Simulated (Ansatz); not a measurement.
# SiC (SiC): the cost of one run

Program: Ansatz 0.2.0. Level of theory: DFT HSE06, scalar-relativistic, plane waves, PAW, and further levels as typed in the inputs. These are calculated values, not measurements.

## 1. The starting structure

The structure is hexagonal, space group P6_3mc (No. 186). Conventional cell: a = 3.079 Å, b = 3.079 Å, c = 10.080 Å, α = 90.00°, β = 90.00°, γ = 120.00°. Si (site symmetry 3m) is surrounded by 4 C at 1.89 to 1.90 Å. Around Si (site symmetry 3m) lie 4 C at 1.88 to 1.89 Å. Around C (site symmetry 3m) lie 4 Si at 1.88 to 1.90 Å. C (site symmetry 3m) is surrounded by 4 Si at 1.89 Å.

As a file:

```
CELL_PARAMETERS angstrom
3.07900 0.00000 0.00000
-1.53950 2.66649 0.00000
0.00000 0.00000 10.08000
ATOMIC_POSITIONS crystal
Si 0.66667 0.33333 0.93783
Si 0.33333 0.66667 0.43783
Si 0.00000 0.00000 0.68790
Si 0.00000 0.00000 0.18790
C 0.66667 0.33333 0.74982
C 0.33333 0.66667 0.24982
C 0.00000 0.00000 0.50045
C 0.00000 0.00000 0.00045
```

## 2. Single point: SiC (SiC), no spin

It takes the final geometry of an earlier run.

Contents of input.yaml:

```yaml
crystal:
  lattice:
    - [3.079000001, 0.0, 0.0]
    - [-1.5395000005, 2.6664922191, 0.0]
    - [0.0, 0.0, 10.08]
  atoms:
    - { symbol: Si, position: [0.6666666667, 0.3333333333, 0.9378301823] }
    - { symbol: Si, position: [0.3333333333, 0.6666666667, 0.4378301823] }
    - { symbol: Si, position: [0.0, 0.0, 0.6879026212] }
    - { symbol: Si, position: [0.0, 0.0, 0.1879026212] }
    - { symbol: C, position: [0.6666666667, 0.3333333333, 0.7498186201] }
    - { symbol: C, position: [0.3333333333, 0.6666666667, 0.2498186201] }
    - { symbol: C, position: [0.0, 0.0, 0.5004485764] }
    - { symbol: C, position: [0.0, 0.0, 0.0004485764] }
scf:
  occupations: { method: fixed }
  n_extra_bands: 4
output:
  forces: true
  stress: true
  eigenvalues: true
kpoints:
  mp_grid: { grid: [6, 6, 2] }
hamiltonian:
  xc: hse06
```

Run with:

```bash
ansatz run input.yaml --threads 8 --pin off --max-ram 18432MiB --backend cpu --events-out ev --progress --plain --runs-dir out
```

Q: Estimate wall time and peak memory on 8 threads of Intel Xeon Platinum 8259CL at 2.50GHz (Skylake/Cascade Lake), shared host.

About 10 s, with a peak of 1.3 GiB.
